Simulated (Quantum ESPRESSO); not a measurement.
Ge under changes of volume

One of the cells (22.824 Å³/atom); the others are scaled copies at fixed shape and fractional positions:

```
CELL_PARAMETERS angstrom
4.00312 0.00000 0.00000
-2.00156 3.46680 0.00000
0.00000 0.00000 13.15671
ATOMIC_POSITIONS crystal
Ge 0.33333 0.66667 0.15594
Ge 0.66667 0.33333 0.84406
Ge 0.66667 0.33333 0.65594
Ge 0.33333 0.66667 0.34406
Ge 0.00000 0.00000 0.09315
Ge 0.00000 0.00000 0.90685
Ge 0.00000 0.00000 0.59315
Ge 0.00000 0.00000 0.40685
```

This isn't the form of Ge at room conditions, which is diamond.

* Program: Quantum ESPRESSO 7.5
* Functional: PBEsol
* Potentials or basis: GBRV 1.5 PBEsol
* Cutoff: 612 eV
* Density cutoff: 4898 eV
* k mesh: 8 × 8 × 2
* Occupations: fermi-dirac, width 0.05 eV
* Spin: no spin polarisation

```tsv
volume (Å³/atom)	energy over the lowest point (meV/atom)	pressure (GPa)	largest force (eV/Å)
21.454	18.40	4.5	0.013
21.911	7.65	2.7	0.006
22.367	?	?	?
22.824	0.00	-0.2	0.004
23.280	1.97	-1.5	0.011
23.737	7.37	-2.6	0.020
24.193	15.86	-3.6	0.028
```

Question: What does the run at 22.367 Å³/atom give?

Answer: Energy over the lowest point 1.76 meV/atom; pressure 1.1 GPa; largest force 0.005 eV/Å.

Worked out: A Birch-Murnaghan fit of order 3 (a polynomial in V^(-2/3)) to the other rows has its minimum at 22.80 Å³/atom with B0 = V·E''(V) = 67 GPa and B' = 4.5 at fixed shape and positions, which overstates the stiffness. It gives 1.71 meV/atom at 22.367 Å³/atom, against the run's 1.76, and -dE/dV = 1.3 GPa, against 1.1.

Energies are extrapolated to zero smearing.
